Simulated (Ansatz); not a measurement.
# AlNi₃: from a trial structure to a relaxed crystal

Theory: Ansatz 0.2.0, DFT r2SCAN, scalar-relativistic, plane waves, PAW. Cutoff 500 eV, Γ-centred k mesh, Gaussian smearing, collinear spin, first started from parallel moments.

The start puts AlNi₃ on the A15 structure type (Pm-3n, No. 223), with Al in place of Si, Ni in place of Cr, at a guessed volume.

```
Al Ni
1.0
     4.46679    0.00000    0.00000
     0.00000    4.46679    0.00000
     0.00000    0.00000    4.46679
Al Ni
2 6
Cartesian
  0.0000 0.0000 0.0000
  2.2334 2.2334 2.2334
  0.0000 2.2334 1.1167
  0.0000 2.2334 3.3501
  1.1167 0.0000 2.2334
  3.3501 0.0000 2.2334
  2.2334 3.3501 0.0000
  2.2334 1.1167 0.0000
```

Cell and atoms relax at zero pressure; the relaxation can't lower the symmetry of the start.

Energies over the elements count from the elements' standard structures at the same level, with no empirical corrections.

Task: Describe the relaxed structure.

Result: It keeps Pm-3n (No. 223). The result has the A15 structure. Conventional cell: a = 4.483 Å. Al has 12 Ni at 2.51 Å; Ni has 2 Ni at 2.24 Å, 4 Al at 2.51 Å and 8 Ni at 2.75 Å.

```xyz
8
Lattice="4.4829 0.0000 0.0000 0.0000 4.4829 0.0000 0.0000 0.0000 4.4829" Properties=species:S:1:pos:R:3 pbc="T T T"
Al    0.0000    0.0000    0.0000
Al    2.2414    2.2414    2.2414
Ni    0.0000    2.2414    1.1207
Ni    0.0000    2.2414    3.3622
Ni    1.1207    0.0000    2.2414
Ni    3.3622    0.0000    2.2414
Ni    2.2414    3.3622    0.0000
Ni    2.2414    1.1207    0.0000
```

Task: What are its volume, energy, gap and moment?

Result: The volume per atom is 11.26 Å³ and the density is 7.49 g/cm³. The energy over the elements is -0.23 eV/atom and the gap on the 8×8×8 mesh is 0 eV (a metal). The net moment per atom is 0.14 μB and the largest site moment is 0.21 μB.

The final run used a 8×8×8 mesh on its 8-atom cell and 0.10 eV smearing. For metals, differences of a few meV/atom aren't resolved. The magnetic state reached may not be the lowest. A structure relaxed within its symmetry needn't be a true minimum.

Cost: 2 runs of about 2.9 core-minutes in all, on AMD EPYC 9R45 (Zen 5) (shared hosts).